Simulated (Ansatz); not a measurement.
# Binding curve of graphene on Cu(111) (48 atoms)

The cell holds 48 atoms: 32 Cu and 16 C. Its edges and angles: a = 8.895 Å, b = 4.934 Å, c = 24.546 Å, α = 90.0°, β = 90.0°, γ = 73.9°. It derives from Cu and C. The starting structure: 1 layer(s) of graphene at its own lattice constant on a slab of Cu(111) strained in the plane by up to 4.0 % to a common cell of 42 Å^2; gaps of 3.25 Å as starting values, 15 Å of vacuum, lowest layers held; not relaxed, displaced by a Gaussian of 0.01 Å. Lattice constants are starting values near those of PBE. Regions: Cu(111), 32 atoms (32 Cu); graphene, 16 atoms (16 C). Vacuum lies along c.

Calculated with Ansatz 0.2.0: Kohn-Sham DFT, PBE+D3(BJ), PAW (set soft_2), plane waves; cutoff 420 eV, k-mesh 2×4×1, fermi-dirac smearing of 0.1 eV. The upper part (graphene) is moved rigidly along the normal by z from its relaxed place. Energies are the whole cell less its two frozen parts, over the face of 42.17 Å².

| shift z (Å) | interaction energy (meV/Å²) |
| --- | --- |
| -0.4 | -27.20 |
| -0.2 | -32.49 |
| +0.0 | -34.01 |
| +0.3 | -31.71 |
| +0.6 | -27.05 |
| +1.0 | -20.65 |
| +1.6 | ? |
| +2.4 | -7.794 |
| +3.5 | -4.255 |

**Question.** Fit the universal binding curve to the rows given and interpolate to the withheld row.

**Working.**

The universal binding curve is E(z) = −D (1 + z/l) exp(−z/l), whose curvature at z = 0 is D/l². The depth is D = 34.01 meV/Å². A parabola through the rows at −0.2, 0 and +0.3 Å has the curvature 2 {[E(0.3) − E(0)]/0.3 + [E(−0.2) − E(0)]/0.2} / 0.5 = 60.83 meV/Å⁴, so l = √(D / curvature) = 0.748 Å. At z = 1.6 Å, z/l = 2.140.

Prediction at +1.6: -12.56 meV/Å². The run gave -13.39 meV/Å², so the fit is high by 0.83 meV/Å² (6.2 % of the value).

The curve's steepest slope, D/(e l) at z = l, is 2.68 GPa, an estimate of the stress that rigid separation needs. Among the rows given, the largest miss of the fit is at +3.5, by 2.5 meV/Å² (8.3 % of the range of the table).

Limits: The parts are rigid, and they also feel their periodic images through the vacuum. The curve was made for chemical and metallic bonds; the dispersion term here falls off as a power of distance, which it can't follow. The mesh is coarse for these cells.

[Hosts, paths, dates, database ids (printed as entryN), source tags and the programs' standing remarks are cut or masked in the printed files.]
